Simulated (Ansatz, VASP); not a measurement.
**Fe: VASP beside Ansatz**

```xyz
1
Lattice="-1.4430 1.4430 1.4430 1.4430 -1.4430 1.4430 1.4430 1.4430 -1.4430" Properties=species:S:1:pos:R:3 pbc="T T T"
Fe    0.0000    0.0000    0.0000
```

Alike in both runs: task single point; functional PBE; k mesh 13 × 13 × 13; occupations gaussian, width 0.017 eV; collinear spin.

|  | VASP | Ansatz |
| --- | --- | --- |
| version | VASP 6.6.1 | Ansatz 0.2.0 |
| potentials or method | VASP PAW PBE potentials, release 64 (Fe), cutoff 520 eV | all-electron LAPW, scalar-relativistic |

Ansatz gave:

| Quantity | Value |
| --- | --- |
| gap on the k mesh at the Fermi level (eV) | none |
| pressure (GPa) | -9.8 |
| net moment per atom (μB) | 2.24 |
| size of the moment on the site where the two differ most (μB) | 2.31 |

Problem. Estimate VASP's values.

Solution. gap on the k mesh at the Fermi level (eV): none; pressure (GPa): -9.2; net moment per atom (μB): 2.28; size of the moment on the site where the two differ most (μB): 2.29.

Site moments also hang on the region over which each program counts them. A gap of «none» marks a metal or a gap that the smearing closes. Ansatz ran all-electron here, so the differences hold the error of VASP's frozen core and of both bases.
